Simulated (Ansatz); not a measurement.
Write a Python script for the Python package of Ansatz (0.2.0) that makes the levels without and with spin-orbit coupling of PbS, space group Cmcm. Settings (first run): PBEsol, PAW, the default cutoff (420 eV here), 4×4×4 k-points, cold smearing of 0.02 eV.

`POSCAR`
```text
PbS
1.0
   2.07995269   -5.99129686    0.00000000
   2.07995269    5.99129686    0.00000000
   0.00000000    0.00000000    4.27932094
Pb S
2 2
Direct
   0.86943665    0.13056335    0.75000000
   0.13056335    0.86943665    0.25000000
   0.64520291    0.35479709    0.75000000
   0.35479709    0.64520291    0.25000000
```

`soc.py`:
```python
"""Levels of PbS without and with spin-orbit coupling."""

import warnings

import ansatz as az
from ase.io import read

warnings.simplefilter("ignore", az.DeckWarning)

atoms = read("POSCAR", format="vasp")
xtal = az.Crystal.from_ase(atoms)

calculation = (
    xtal.calculation()
    .functional(az.Functional.PBESOL)
    .kpoints(4)  # sampling of the Brillouin zone
    .occupations("cold", width=0.02)  # smearing steadies the SCF of a metal
    .scf(tolerance=1e-08)
    .band_table()
)
for label, variant in (("scalar-relativistic", calculation), ("spin-orbit", calculation.spin(soc=True))):
    r = variant.run().report
    zero = r["band_edges_ev"][0] if r.get("band_edges_ev") else r["fermi_energy_ev"]
    near = [round(e - zero, 3) for e in r["eigenvalues_ev"][0] if abs(e - zero) < 4]
    print(label)
    print("  band edges (eV):", [round(e, 3) for e in r.get("band_edges_ev") or []] or "none reported")
    print("  levels at k =", r["kpoints_frac"][0], "within 4 eV of the zero:", near)
```

```console
$ python soc.py
scalar-relativistic
  band edges (eV): [7.24, 8.456]
  levels at k = [0.0, 0.0, 0.0] within 4 eV of the zero: [-2.837, -2.273, -1.54, -1.359, -0.367]
spin-orbit
  band edges (eV): [7.188, 8.234]
  levels at k = [0.0, 0.0, 0.0] within 4 eV of the zero: [-2.893, -2.893, -2.259, -2.259, -1.675, -1.675, -1.337, -1.337, -0.384, -0.384, 3.914, 3.914]
```

Reading the output:
- The computed bands are complete only to about 2.2 eV above the Fermi level.
- The structure comes from a database of computed cells and needn't be a stable or known phase.
- Gaps and levels are Kohn-Sham values on a finite set of k-points.
- With spin-orbit coupling each level holds one electron and, with inversion or at time-reversal points, comes in pairs; a window in energy can cut a split set.
- Wall time of the script: 16 s on 1 thread of Arm Neoverse V2, on a shared host, peak memory 0.72 GiB.

(Lines on the test bed's own set-up are left out of the output.)
